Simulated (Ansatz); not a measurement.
# A series in volume per atom on SrO

All results are calculated (Ansatz 0.2.0). Periodic Kohn-Sham DFT of a crystal at fixed atoms; pressure and stress are positive in compression; the energy is the free energy less that of spherical unpolarised free atoms; site moments are those in the method's own spheres, positive along +z.

Cell of the first row (space group Fm-3m, No. 225):
```
CELL_PARAMETERS angstrom
0.00000 2.51730 2.51730
2.51730 0.00000 2.51730
2.51730 2.51730 0.00000
ATOMIC_POSITIONS crystal
Sr 0.00000 0.00000 0.00000
O 0.50000 0.50000 0.50000
```

Settings of every row: method all-electron PAW; functional LDA; relativity scalar; k mesh 8x8x8; filling fermi-dirac; smearing width 0.02 eV; nucleus gaussian.

Atom start moment: 0 on all atoms.

```
row  volume per atom (Å³)  pressure (GPa)
  1                15.952           1.925
  2                16.122           0.756
  3                16.292          -0.347
  4                16.631          -2.371
  5                16.801          -3.298
  6                16.971               ?
  7                 17.14              -5
  8                 17.31           -5.78
  9                17.649           -7.21
 10                17.819          -7.866
 11                17.989          -8.484
```

Question: what pressure should row 6 give?

Worked fit of pressure. Take u = (V_r/V)^(2/3) − 1 with V_r = 16.971 Å³ an atom, which is twice the finite (Eulerian) strain; such expansions in the strain, on which the Birch-Murnaghan equation of state is built, carry the rest volume and the bulk modulus. The shown rows have u = 0.04215, 0.03481, 0.0276, 0.01358, 0.00673, -0.00658, -0.0131, -0.02578, -0.03198, -0.03809. Least squares give pressure = −4.176 + 127.617 × u + 393.06 × u² + 317 × u³ GPa; a parabola predicts inner rows, each left out in turn, worse (root mean square 0.0043 against 0.0013 GPa). The rows lie off it by 0.000, 0.000, 0.001, -0.001, 0.001, -0.001, 0.001, 0.000, 0.000, 0.000. The pressure vanishes at u = 0.0299, or V = 16.24 Å³ an atom, and there the bulk modulus at fixed shape and fractions is B = −V dP/dV = (2/3)(1 + u) dP/du = 104 GPa. The withheld row has u = 0, so the fit gives −4.176 + 127.617 × (0) + 393.06 × (0)² + 317 × (0)³ = -4.176 GPa.

The calculation gave -4.174 GPa. The fit lies 0.002 GPa (0.019 % of the column's range) below it; its largest miss of a shown row is 0.001 GPa.
